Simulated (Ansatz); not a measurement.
**Ag: enthalpy against pressure**

Ag, P6_3/mmc, a = 2.867 Å, c = 9.365 Å. This isn't the element's structure at ambient conditions. Ansatz: PBEsol, PAW, 420 eV, Γ-centred 18×18×6 mesh on 4 atoms, Gaussian smearing 0.10 eV; no spin polarisation. Cell and atoms are relaxed at each pressure, and no other structure is tried, so the rows at high pressure may lie past a change of phase. y is the enthalpy over the state at zero pressure; there V0 = 16.672 Å³/atom. The pressures are the targets, met within 0.03 GPa.

| P (GPa) | y (eV/atom) |
| --- | --- |
| -2.0 | -0.2099 |
| 0.0 | 0.0000 |
| 2.0 | 0.2064 |
| 5.0 | 0.5102 |
| 10.0 | ? |
| 20.0 | 1.9488 |
| 40.0 | 3.7233 |

Fit y = c1 P + c2 P² + c3 P³ to the other rows, say what c1 and c2 mean, and predict the missing value.

Least squares on the rows shown. y = 0.10394 P − 0.00037858 P² + 2.6805×10⁻⁶ P³. Since dH/dP = V, c1 is V0: 0.10394 eV/GPa × 160.2 = 16.651 Å³ against 16.672; c2 = −V0/(2B0) gives B0 = 137 GPa, where a Birch–Murnaghan fit to the volumes of the same runs (not shown) gives 119 GPa: a cubic over this range folds the higher terms into c2. At P = 10.0 the fit asked for gives 1.0042 eV/atom. The run gave 1.0031 eV/atom, so the fit is 0.0011 eV/atom too high, 0.028 % of the span of the series, against an rms of 0.0003 eV/atom on the fitted rows. With a term in P⁴ added, a fit to the same known rows predicts 1.0029 eV/atom, so most of the miss is curvature that the known rows already hold.